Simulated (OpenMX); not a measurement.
A run of OpenMX 3.8.5 is set up as follows.

The input Ge.dat:

```
System.CurrrentDirectory             ./
System.Name                          Ge
DATA.PATH                            ./DFT_DATA13
level.of.stdout                      1
level.of.fileout                     0
Species.Number                       1
<Definition.of.Atomic.Species
  Ge  Ge7.0-s3p2d2           Ge_PBE13
Definition.of.Atomic.Species>

Atoms.Number                         2
Atoms.SpeciesAndCoordinates.Unit     FRAC
<Atoms.SpeciesAndCoordinates
    1  Ge    0.3334466300    0.6665533700    0.2500000000   2.000  2.000
    2  Ge    0.6665533700    0.3334466300    0.7500000000   2.000  2.000
Atoms.SpeciesAndCoordinates>

Atoms.UnitVectors.Unit               Ang
<Atoms.UnitVectors
     1.4880529250   -2.5946896100    0.0000000000
     1.4880529250    2.5946896100    0.0000000000
     0.0000000000    0.0000000000    4.7275957900
Atoms.UnitVectors>

scf.XcType                           GGA-PBE
scf.SpinPolarization                 off
scf.ElectronicTemperature            580.226
scf.energycutoff                     300.0
scf.maxIter                          100
scf.EigenvalueSolver                 band
scf.Kgrid                            11 11 7
scf.Mixing.Type                      rmm-diisk
scf.Init.Mixing.Weight               0.05
scf.Min.Mixing.Weight                0.001
scf.Max.Mixing.Weight                0.3
scf.Mixing.History                   25
scf.Mixing.StartPulay                8
scf.criterion                        1.0e-8
scf.stress.tensor                    on
MD.Type                              nomd
```

Potentials or basis: OpenMX 2013 PBE set, Ge7.0-s3p2d2, grid cutoff 300 Ry.

Launch:

```sh
$ openmx Ge.dat -nt 1 > Ge.std
```

**Question.** Estimate the pressure.

**Answer.** 5.0 GPa.

**Question.** Estimate the largest force.

**Answer.** 0.004 eV/Å.

**Question.** What does it give for the band gap on the k mesh?

**Answer.** None (metal or under the smearing width).

Forces on the atoms (eV/Å):
```
Ge   0.000 -0.003 -0.001
Ge   0.000  0.003  0.001
```

Caveat: the basis of atomic orbitals isn't converged, which shifts pressures, moduli and gaps.
